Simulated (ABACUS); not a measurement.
A run of ABACUS 3.10.1 is set up as follows.

File INPUT:

```
INPUT_PARAMETERS
suffix              BN
calculation         cell-relax
basis_type          pw
pseudo_dir          ./
symmetry            1
dft_functional      GGA_X_B86_MGC+GGA_C_PBE
ecutwfc             40
pseudo_rcut         10
nspin               1
nbands              8
ks_solver           dav
smearing_method     fd
smearing_sigma      0.00367493
scf_thr             1e-08
scf_nmax            100
mixing_type         broyden
mixing_beta         0.7
cal_force           1
cal_stress          1
ecutrho             320
relax_nmax          60
force_thr_ev        0.005
relax_method        cg
out_stru            1
stress_thr          0.2
kpar                4
```

The input STRU:

```
ATOMIC_SPECIES
N 14.0070 n_pbe_v1.2.uspp.F.UPF
B 10.8100 b_pbe_v1.4.uspp.F.UPF

LATTICE_CONSTANT
4.8452022309

LATTICE_VECTORS
0.0000000000 0.7071067812 0.7071067812
0.7071067812 0.0000000000 0.7071067812
0.7071067812 0.7071067812 0.0000000000

ATOMIC_POSITIONS
Cartesian

N
0.0
1
0.3535533906 0.3535533906 0.3535533906 1 1 1

B
0.0
1
0.0000000000 0.0000000000 0.0000000000 1 1 1
```

The input KPT:

```
K_POINTS
0
Gamma
10 10 10 0 0 0
```

Potentials or basis: GBRV ultrasoft 1.5 PBE, plane waves.

Run with:

```bash
$ OMP_NUM_THREADS=1 mpirun -np 4 abacus > log
```

Predict the band gap on the k mesh.

4.52 eV, indirect (least direct gap 8.79 eV).

Estimate the relaxed cell.

a = 2.565 Å, b = 2.565 Å, c = 2.565 Å, α = 60.00°, β = 60.00°, γ = 60.00°.

Predict the space group after relaxing (to 0.05 Å).

F-43m (No. 216).

Final structure:
```
N B
1.0
     0.00000    1.81387    1.81387
     1.81387    0.00000    1.81387
     1.81387    1.81387    0.00000
N B
1 1
Direct
  0.25000 0.25000 0.25000
  0.00000 0.00000 0.00000
```

 A k mesh can miss the band edges.
